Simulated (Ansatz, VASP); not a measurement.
## Two plane-wave programs on Ti

The input INCAR:

```
PREC = Accurate ; ENCUT = 520
EDIFF = 1E-6 ; ISMEAR = -1
SIGMA = 0.1 ; LREAL = False
LASPH = True ; NELM = 80
ALGO = Normal ; ISIF = 2
LWAVE = False ; LCHARG = False
GGA = PS ; NBANDS = 12
```

Contents of KPOINTS:

```
regular mesh
0
Gamma
  14 14 14
```

Contents of POSCAR:

```
Ti
1.0
    2.5284551518      0.0000000000      0.0000000000
    0.0000000000      2.5284551518      0.0000000000
    0.0000000000      0.0000000000      2.5284551518
Ti
1
Direct
    0.0000000000      0.0000000000      0.0000000000
```

Input for Ansatz:

```yaml
crystal:
  lattice:
    - [2.5284551518, 0.0, 0.0]
    - [0.0, 2.5284551518, 0.0]
    - [0.0, 0.0, 2.5284551518]
  atoms:
    - { symbol: Ti, position: [0.0, 0.0, 0.0] }
hamiltonian:
  xc: pbesol
  pseudopotentials:
    kind: paw
    azcp:
      Ti: "pseudopotentials/Ti.paw.azcp"
basis:
  ecutwfc: 420
  fft_grid_basis: typed
kpoints:
  mp_grid: { grid: [14, 14, 14], shift: [0, 0, 0] }
magnetization:
  spin_polarized: false
scf:
  occupations: { method: fermi_dirac, width: 0.1 }
  lower_state_search: "off"
output:
  stress: true
```

Alike in both runs: task single point; functional PBEsol; k mesh 14 × 14 × 14; occupations fermi-dirac, width 0.1 eV; no spin polarisation.

|  | VASP | Ansatz |
| --- | --- | --- |
| version | VASP 6.6.1 | Ansatz 0.2.0 |
| potentials or method | VASP PAW PBE potentials, release 64 (Ti_sv) | plane waves (420 eV) with PAW, scalar-relativistic |
| plane-wave cutoff (eV) | 520 | 420 |
| valence electrons in the cell | 12 | 12 |

VASP gave:

```
pressure (GPa) : 7.7
```

Problem. What did Ansatz give for the same quantities?

Solution. Pressure (GPa): 7.8.

Ansatz warned: «pseudo_functional_mismatch».

Caveats: the PAW data sets were made with another functional, which shifts forces and pressure a little (VASP).
